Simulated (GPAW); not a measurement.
# InAs (F-43m) in GPAW: notebook

One crystal, InAs, is run at these levels: PBEsol, PBEsol+D3, PBEsol+D3(BJ), PBEsol+D3(BJ)+ATM, PBEsol+D4; tasks: relaxation of cell and atoms.

Program: GPAW 26.7.0. These are calculated values, not measurements. Logs are shortened: lines on timing, memory, paths and dates and some standing lists are left out, and cuts for length are marked. The log counts tension as positive stress, the text compression.

### Step 1. The crystal as given

The structure is cubic, space group F-43m (No. 216). Conventional cell: a = 6.036 Å, b = 6.036 Å, c = 6.036 Å, α = 90.00°, β = 90.00°, γ = 90.00°. In (site symmetry -43m) has 4 As at 2.61 Å as nearest neighbours. Around As (site symmetry -43m) lie 4 In at 2.61 Å.

### Step 2. Relaxation of cell and atoms, PBEsol

Contents of run.py:

```python
from ase import Atoms
from ase.filters import FrechetCellFilter
from ase.io import write
from ase.optimize import BFGS
from gpaw import GPAW, PW, setup_paths

setup_paths.insert(0, '.')

atoms = Atoms(['In', 'As'],
              cell=[[0.0, 3.018, 3.018],
                    [3.018, 0.0, 3.018],
                    [3.018, 3.018, 0.0]],
              scaled_positions=[[0.0, 0.0, 0.0],
                                [0.75, 0.75, 0.75]],
              pbc=True)

calc = GPAW(mode=PW(600),
            xc='PBEsol',
            kpts={'size': (8, 8, 8), 'gamma': True},
            occupations={'name': 'fermi-dirac', 'width': 0.05},
            nbands=18,
            convergence={'density': 1e-05, 'forces': 0.0001},
            maxiter=150,
            txt='gpaw.txt')
atoms.calc = calc
opt = BFGS(FrechetCellFilter(atoms), trajectory='relax.traj', logfile='-')
done = opt.run(fmax=0.02, steps=60)
calc.write('gs.gpw')
write('result.traj', atoms)
print('Converged:', done)
print('Cell:', atoms.cell.cellpar().round(4))
print('Volume:', round(atoms.get_volume(), 4))
print(atoms.get_scaled_positions().round(5))
```

Potentials or basis: PAW data sets generated in the run's folder for this functional, pw.

The run is started by

```bash
$ gpaw-setup -f PBEsol As In
$ OMP_NUM_THREADS=1 python run.py
```

gpaw.txt:

```text
__  _  _
 | _ |_)|_||  |
 |__||  | ||/\| - 26.7.0

Input parameters:
  mode=PW(ecut=600.0),
  convergence={'density': 1e-05, 'forces': 0.0001},
  kpts=MonkhorstPack(size=(8, 8, 8), gamma=True),
  maxiter=150,
  nbands=18,
  occupations=Occupations(name='fermi-dirac', width=0.05),
  xc=XC(name='PBEsol')

Diagonalizing LCAO Hamiltonian
Converting LCAO to pw mode

                     As

       In

Atoms  # Å, Bohr magnetons
|   | symbol |        x |        y |        z |    initial magnetic moments |
|---|--------|----------|----------|----------|-----------------------------|
| 0 |     In | 0.000000 | 0.000000 | 0.000000 | ( 0.0000,  0.0000,  0.0000) |
| 1 |     As | 4.527000 | 4.527000 | 4.527000 | ( 0.0000,  0.0000,  0.0000) |

Unit cell  # Å
| periodic |        x |        y |        z |  lengths |    angles |
|----------|----------|----------|----------|----------|-----------|
|      yes | 0.000000 | 3.018000 | 3.018000 | 4.268097 | 60.000000 |
|      yes | 3.018000 | 0.000000 | 3.018000 | 4.268097 | 60.000000 |
|      yes | 3.018000 | 3.018000 | 0.000000 | 4.268097 | 60.000000 |

Number of symmetries: 24
Symmetry operations  # r_c * U_cc + t_c -> r_c
|    | kind |            matrix            |
|----|------|------------------------------|
|  0 |  E   |  1, 0, 0,  0, 1, 0,  0, 0, 1 |
|  1 |  σ   |  1, 0, 0,  0, 0, 1,  0, 1, 0 |
|  2 |  σ   |  1, 0,-1,  0, 1,-1,  0, 0,-1 |
|  3 |  C3  |  1, 0,-1,  0, 0,-1,  0, 1,-1 |
|  4 |  C3  |  1,-1, 0,  0,-1, 1,  0,-1, 0 |
|  5 |  σ   |  1,-1, 0,  0,-1, 0,  0,-1, 1 |
|  6 |  σ   |  0, 1, 0,  1, 0, 0,  0, 0, 1 |
|  7 |  C3  |  0, 1, 0,  0, 0, 1,  1, 0, 0 |
|  8 |  C2  |  0, 1,-1,  1, 0,-1,  0, 0,-1 |
|  9 |  S4  |  0, 1,-1,  0, 0,-1,  1, 0,-1 |
| 10 |  C3  |  0, 0, 1,  1, 0, 0,  0, 1, 0 |
| 11 |  σ   |  0, 0, 1,  0, 1, 0,  1, 0, 0 |
| 12 |  S4  |  0, 0,-1,  1, 0,-1,  0, 1,-1 |
| 13 |  C3  |  0, 0,-1,  0, 1,-1,  1, 0,-1 |
| 14 |  S4  |  0,-1, 1,  1,-1, 0,  0,-1, 0 |
| 15 |  C2  |  0,-1, 1,  0,-1, 0,  1,-1, 0 |
| 16 |  C3  |  0,-1, 0,  1,-1, 0,  0,-1, 1 |
| 17 |  S4  |  0,-1, 0,  0,-1, 1,  1,-1, 0 |
| 18 |  S4  | -1, 1, 0, -1, 0, 1, -1, 0, 0 |
| 19 |  C3  | -1, 1, 0, -1, 0, 0, -1, 0, 1 |
| 20 |  C3  | -1, 0, 1, -1, 1, 0, -1, 0, 0 |
| 21 |  S4  | -1, 0, 1, -1, 0, 0, -1, 1, 0 |
| 22 |  σ   | -1, 0, 0, -1, 1, 0, -1, 0, 1 |
| 23 |  C2  | -1, 0, 0, -1, 0, 1, -1, 1, 0 |
[... 168 lines left out ...]
|------------|---------------|-----------|
|          0 |        -9.496 |     2.000 |
|        ... |               |           |
|          2 |        -9.496 |     2.000 |
|          3 |        -9.365 |     2.000 |
|          4 |        -9.365 |     2.000 |
|          5 |        -7.156 |     2.000 |
|          6 |         4.517 |     1.995 |
|          7 |         4.768 |     1.435 |
[... 8 lines left out ...]
|         16 |        15.142 |     0.000 |
|         17 |        15.142 |     0.000 |

No gap
No difference between direct/indirect transitions

Stress tensor  # eV/Ang^3
|         x |         y |         z |
|-----------|-----------|-----------|
| -0.008162 | -0.000000 |  0.000000 |
| -0.000000 | -0.008162 |  0.000000 |
|  0.000000 |  0.000000 | -0.008162 |

Forces  # eV/Ang
|       x |       y |       z |
|---------|---------|---------|
| 0.00000 | 0.00000 | 0.00000 |  # In   0
| 0.00000 | 0.00000 | 0.00000 |  # As   1

Interpolating wave functions to new cell

                     As

       In

Atoms  # Å, Bohr magnetons
|   | symbol |        x |        y |        z |    initial magnetic moments |
|---|--------|----------|----------|----------|-----------------------------|
| 0 |     In | 0.000000 | 0.000000 | 0.000000 | ( 0.0000,  0.0000,  0.0000) |
| 1 |     As | 4.534261 | 4.534261 | 4.534261 | ( 0.0000,  0.0000,  0.0000) |

Unit cell  # Å
| periodic |         x |         y |         z |  lengths |    angles |
|----------|-----------|-----------|-----------|----------|-----------|
|      yes | -0.000000 |  3.022841 |  3.022841 | 4.274942 | 60.000000 |
|      yes |  3.022841 | -0.000000 |  3.022841 | 4.274942 | 60.000000 |
|      yes |  3.022841 |  3.022841 | -0.000000 | 4.274942 | 60.000000 |

Number of symmetries: 24
Symmetry operations  # r_c * U_cc + t_c -> r_c
|    | kind |            matrix            |
|----|------|------------------------------|
|  0 |  E   |  1, 0, 0,  0, 1, 0,  0, 0, 1 |
|  1 |  σ   |  1, 0, 0,  0, 0, 1,  0, 1, 0 |
|  2 |  σ   |  1, 0,-1,  0, 1,-1,  0, 0,-1 |
|  3 |  C3  |  1, 0,-1,  0, 0,-1,  0, 1,-1 |
|  4 |  C3  |  1,-1, 0,  0,-1, 1,  0,-1, 0 |
|  5 |  σ   |  1,-1, 0,  0,-1, 0,  0,-1, 1 |
|  6 |  σ   |  0, 1, 0,  1, 0, 0,  0, 0, 1 |
|  7 |  C3  |  0, 1, 0,  0, 0, 1,  1, 0, 0 |
|  8 |  C2  |  0, 1,-1,  1, 0,-1,  0, 0,-1 |
|  9 |  S4  |  0, 1,-1,  0, 0,-1,  1, 0,-1 |
| 10 |  C3  |  0, 0, 1,  1, 0, 0,  0, 1, 0 |
| 11 |  σ   |  0, 0, 1,  0, 1, 0,  1, 0, 0 |
| 12 |  S4  |  0, 0,-1,  1, 0,-1,  0, 1,-1 |
| 13 |  C3  |  0, 0,-1,  0, 1,-1,  1, 0,-1 |
| 14 |  S4  |  0,-1, 1,  1,-1, 0,  0,-1, 0 |
| 15 |  C2  |  0,-1, 1,  0,-1, 0,  1,-1, 0 |
| 16 |  C3  |  0,-1, 0,  1,-1, 0,  0,-1, 1 |
| 17 |  S4  |  0,-1, 0,  0,-1, 1,  1,-1, 0 |
| 18 |  S4  | -1, 1, 0, -1, 0, 1, -1, 0, 0 |
| 19 |  C3  | -1, 1, 0, -1, 0, 0, -1, 0, 1 |
| 20 |  C3  | -1, 0, 1, -1, 1, 0, -1, 0, 0 |
| 21 |  S4  | -1, 0, 1, -1, 0, 0, -1, 1, 0 |
| 22 |  σ   | -1, 0, 0, -1, 1, 0, -1, 0, 1 |
| 23 |  C2  | -1, 0, 0, -1, 0, 1, -1, 1, 0 |
[... 166 lines left out ...]
|------------|---------------|-----------|
|          0 |        -9.536 |     2.000 |
|        ... |               |           |
|          2 |        -9.536 |     2.000 |
|          3 |        -9.407 |     2.000 |
|          4 |        -9.407 |     2.000 |
|          5 |        -7.175 |     2.000 |
|          6 |         4.442 |     1.997 |
|          7 |         4.718 |     1.437 |
[... 8 lines left out ...]
|         16 |        15.084 |     0.000 |
|         17 |        15.084 |     0.000 |

No gap
No difference between direct/indirect transitions

Stress tensor  # eV/Ang^3
|         x |         y |         z |
|-----------|-----------|-----------|
| -0.006301 |  0.000000 | -0.000000 |
|  0.000000 | -0.006301 | -0.000000 |
| -0.000000 | -0.000000 | -0.006301 |

Forces  # eV/Ang
|       x |        y |       z |
|---------|----------|---------|
| 0.00000 | -0.00000 | 0.00000 |  # In   0
| 0.00000 |  0.00000 | 0.00000 |  # As   1

Interpolating wave functions to new cell

                     As

       In

Atoms  # Å, Bohr magnetons
|   | symbol |        x |        y |        z |    initial magnetic moments |
|---|--------|----------|----------|----------|-----------------------------|
| 0 |     In | 0.000000 | 0.000000 | 0.000000 | ( 0.0000,  0.0000,  0.0000) |
| 1 |     As | 4.559466 | 4.559466 | 4.559466 | ( 0.0000,  0.0000,  0.0000) |

Unit cell  # Å
| periodic |         x |        y |        z |  lengths |    angles |
|----------|-----------|----------|----------|----------|-----------|
|      yes | -0.000000 | 3.039644 | 3.039644 | 4.298706 | 60.000000 |
|      yes |  3.039644 | 0.000000 | 3.039644 | 4.298706 | 60.000000 |
|      yes |  3.039644 | 3.039644 | 0.000000 | 4.298706 | 60.000000 |

Number of symmetries: 24
Symmetry operations  # r_c * U_cc + t_c -> r_c
|    | kind |            matrix            |
|----|------|------------------------------|
|  0 |  E   |  1, 0, 0,  0, 1, 0,  0, 0, 1 |
|  1 |  σ   |  1, 0, 0,  0, 0, 1,  0, 1, 0 |
|  2 |  σ   |  1, 0,-1,  0, 1,-1,  0, 0,-1 |
|  3 |  C3  |  1, 0,-1,  0, 0,-1,  0, 1,-1 |
|  4 |  C3  |  1,-1, 0,  0,-1, 1,  0,-1, 0 |
|  5 |  σ   |  1,-1, 0,  0,-1, 0,  0,-1, 1 |
|  6 |  σ   |  0, 1, 0,  1, 0, 0,  0, 0, 1 |
|  7 |  C3  |  0, 1, 0,  0, 0, 1,  1, 0, 0 |
|  8 |  C2  |  0, 1,-1,  1, 0,-1,  0, 0,-1 |
|  9 |  S4  |  0, 1,-1,  0, 0,-1,  1, 0,-1 |
| 10 |  C3  |  0, 0, 1,  1, 0, 0,  0, 1, 0 |
| 11 |  σ   |  0, 0, 1,  0, 1, 0,  1, 0, 0 |
| 12 |  S4  |  0, 0,-1,  1, 0,-1,  0, 1,-1 |
| 13 |  C3  |  0, 0,-1,  0, 1,-1,  1, 0,-1 |
| 14 |  S4  |  0,-1, 1,  1,-1, 0,  0,-1, 0 |
| 15 |  C2  |  0,-1, 1,  0,-1, 0,  1,-1, 0 |
| 16 |  C3  |  0,-1, 0,  1,-1, 0,  0,-1, 1 |
| 17 |  S4  |  0,-1, 0,  0,-1, 1,  1,-1, 0 |
| 18 |  S4  | -1, 1, 0, -1, 0, 1, -1, 0, 0 |
| 19 |  C3  | -1, 1, 0, -1, 0, 0, -1, 0, 1 |
| 20 |  C3  | -1, 0, 1, -1, 1, 0, -1, 0, 0 |
| 21 |  S4  | -1, 0, 1, -1, 0, 0, -1, 1, 0 |
| 22 |  σ   | -1, 0, 0, -1, 1, 0, -1, 0, 1 |
| 23 |  C2  | -1, 0, 0, -1, 0, 1, -1, 1, 0 |
[... 167 lines left out ...]
|------------|---------------|-----------|
|          0 |        -9.674 |     2.000 |
|        ... |               |           |
|          2 |        -9.674 |     2.000 |
|          3 |        -9.552 |     2.000 |
|          4 |        -9.552 |     2.000 |
|          5 |        -7.240 |     2.000 |
|          6 |         4.187 |     1.999 |
|          7 |         4.546 |     1.446 |
[... 8 lines left out ...]
|         16 |        14.883 |     0.000 |
|         17 |        14.883 |     0.000 |

No gap
No difference between direct/indirect transitions

Stress tensor  # eV/Ang^3
|         x |         y |         z |
|-----------|-----------|-----------|
| -0.000175 |  0.000000 | -0.000000 |
|  0.000000 | -0.000175 | -0.000000 |
| -0.000000 | -0.000000 | -0.000175 |

Forces  # eV/Ang
|       x |        y |       z |
|---------|----------|---------|
| 0.00000 |  0.00000 | 0.00000 |  # In   0
| 0.00000 | -0.00000 | 0.00000 |  # As   1

# Writing to gs.gpw (mode='')
```

Wall time 46 s (1 thread of Arm Neoverse V1, shared host); peak memory 0.2 GiB.

Results:

* Free energy: -8.7214 eV
* Relaxed volume: 28.08 Å³/atom
* Relaxed cell: a = 4.299 Å, b = 4.299 Å, c = 4.299 Å, α = 60.00°, β = 60.00°, γ = 60.00°
* Space group after relaxing (to 0.05 Å): F-43m (No. 216)
* Energy gained by relaxing: 2.6 meV/atom
* Ionic steps: 3
* Pressure after relaxing: 0.0 GPa
* Band gap on the k mesh: none (metal or under the smearing width)

Step by step:
```tsv
step	energy change (eV)	largest force (eV/Å)	pressure (GPa)	volume (Å³)
1	0.0000	0.0000	1.31	54.98
2	-0.0020	0.0000	1.01	55.24
3	-0.0051	0.0000	0.03	56.17
```

Final structure:
```cif
data_structure
_symmetry_space_group_name_H-M 'P 1'
_symmetry_Int_Tables_number 1
_cell_length_a 4.2987
_cell_length_b 4.2987
_cell_length_c 4.2987
_cell_angle_alpha 60.000
_cell_angle_beta 60.000
_cell_angle_gamma 60.000
_cell_volume 56.17
loop_
_atom_site_label
_atom_site_type_symbol
_atom_site_fract_x
_atom_site_fract_y
_atom_site_fract_z
_atom_site_occupancy
In1 In 0.00000 0.00000 0.00000 1
As1 As 0.75000 0.75000 0.75000 1
```

Levels at points of the mesh, in eV from the Fermi level:
```tsv
k point	band 5	band 6	band 7	band 8	band 9	band 10	band 11	band 12	band 13	band 14
(0.00, 0.00, 0.00)	-14.15	-11.83	-0.41	-0.05	-0.05	-0.05	3.79	3.79	3.79	7.26
(0.50, 0.50, 0.00)	-14.12	-9.86	-5.85	-2.35	-2.35	1.42	1.94	8.93	9.05	9.05
(0.50, 0.50, 0.50)	-14.14	-10.39	-5.78	-1.03	-1.03	0.80	4.56	4.56	6.66	8.79
```

Caveat: later steps reuse the first step's grids. Zero-point motion and thermal expansion aren't in these numbers.

### Step 3. Relaxation of cell and atoms, PBEsol+D3

run.py: that of step 2 with these lines changed.

```diff
@@ -1,2 +1,3 @@
 from ase import Atoms
+from ase.calculators.mixing import SumCalculator
 from ase.filters import FrechetCellFilter
@@ -4,2 +5,3 @@
 from ase.optimize import BFGS
+from dftd3.ase import DFTD3
 from gpaw import GPAW, PW, setup_paths
@@ -24,3 +26,3 @@
             txt='gpaw.txt')
-atoms.calc = calc
+atoms.calc = SumCalculator([calc, DFTD3(method='pbesol', damping='d3zero')])
 opt = BFGS(FrechetCellFilter(atoms), trajectory='relax.traj', logfile='-')
```

Potentials or basis: PAW data sets generated in the run's folder for this functional, pw.

The run is started by

```bash
$ gpaw-setup -f PBEsol As In
$ OMP_NUM_THREADS=1 python run.py
```

gpaw.txt:

```text
__  _  _
 | _ |_)|_||  |
 |__||  | ||/\| - 26.7.0

Input parameters:
  mode=PW(ecut=600.0),
  convergence={'density': 1e-05, 'forces': 0.0001},
  kpts=MonkhorstPack(size=(8, 8, 8), gamma=True),
  maxiter=150,
  nbands=18,
  occupations=Occupations(name='fermi-dirac', width=0.05),
  xc=XC(name='PBEsol')

Diagonalizing LCAO Hamiltonian
Converting LCAO to pw mode

                     As

       In

Atoms  # Å, Bohr magnetons
|   | symbol |        x |        y |        z |    initial magnetic moments |
|---|--------|----------|----------|----------|-----------------------------|
| 0 |     In | 0.000000 | 0.000000 | 0.000000 | ( 0.0000,  0.0000,  0.0000) |
| 1 |     As | 4.527000 | 4.527000 | 4.527000 | ( 0.0000,  0.0000,  0.0000) |

Unit cell  # Å
| periodic |        x |        y |        z |  lengths |    angles |
|----------|----------|----------|----------|----------|-----------|
|      yes | 0.000000 | 3.018000 | 3.018000 | 4.268097 | 60.000000 |
|      yes | 3.018000 | 0.000000 | 3.018000 | 4.268097 | 60.000000 |
|      yes | 3.018000 | 3.018000 | 0.000000 | 4.268097 | 60.000000 |

[... 425 lines left out ...]
Energy contributions relative to reference atoms: (reference = -221362.052302)

Energy contributions:
  Kinetic:          24.319865
  Coulomb:         -22.447314
  Zero:              0.130934
  External:          0.000000
  Xc:              -10.719471
  Entropy:          -0.000532
  Spinorbit:         0.000000
  ----------------------------
  Free energy:      -8.716518
  Extrapolated:     -8.716252

dipole moment: (-17.156057, -17.156057, -17.156057)  # |e|*Ang

Fermi level: 4.810
Eigenvalues  # (at kpt = [0.000, 0.000, 0.000])
| band index |      eig [eV] | occ [0-2] |
|------------|---------------|-----------|
|          0 |        -9.500 |     2.000 |
|        ... |               |           |
|          2 |        -9.500 |     2.000 |
|          3 |        -9.369 |     2.000 |
|          4 |        -9.369 |     2.000 |
|          5 |        -7.158 |     2.000 |
|          6 |         4.510 |     1.995 |
|          7 |         4.764 |     1.435 |
[... 8 lines left out ...]
|         16 |        15.137 |     0.000 |
|         17 |        15.137 |     0.000 |

No gap
No difference between direct/indirect transitions

Stress tensor  # eV/Ang^3
|         x |         y |         z |
|-----------|-----------|-----------|
| -0.007991 |  0.000000 |  0.000000 |
|  0.000000 | -0.007991 |  0.000000 |
|  0.000000 |  0.000000 | -0.007991 |

Forces  # eV/Ang
|        x |        y |        z |
|----------|----------|----------|
| -0.00000 | -0.00000 | -0.00000 |  # In   0
|  0.00000 |  0.00000 |  0.00000 |  # As   1

# Writing to gs.gpw (mode='')
```

stdout:

```text
Step          Energy          fmax
BFGS:    0       -9.071648        0.020548
BFGS:    1       -9.071667        0.016049
Converged: True
Cell: [ 4.2687  4.2687  4.2687 60.     60.     60.    ]
Volume: 55.0021
[[0.   0.   0.  ]
 [0.75 0.75 0.75]]
```

Run time: 30 s. Hardware: 1 thread of Arm Neoverse V1, shared host; peak memory 0.19 GiB.

What came out:

- Free energy: -9.0719 eV
- Relaxed volume: 27.50 Å³/atom
- Relaxed cell: a = 4.269 Å, b = 4.269 Å, c = 4.269 Å, α = 60.00°, β = 60.00°, γ = 60.00°
- Space group after relaxing (to 0.05 Å): F-43m (No. 216)
- Energy gained by relaxing: 0.0 meV/atom
- Ionic steps: 2
- Pressure after relaxing: 0.1 GPa
- Band gap on the k mesh: none (metal or under the smearing width)
- Dispersion energy per atom: -0.178 eV

Final structure:
```
In As
1.0
     0.00000    3.01844    3.01844
     3.01844    0.00000    3.01844
     3.01844    3.01844    0.00000
In As
1 1
Direct
  0.00000 0.00000 0.00000
  0.75000 0.75000 0.75000
```

Caveat: later steps reuse the first step's grids; pairwise dispersion overbinds metals, which lowers pressure and volume.

(Continued in part 2 of 2.)
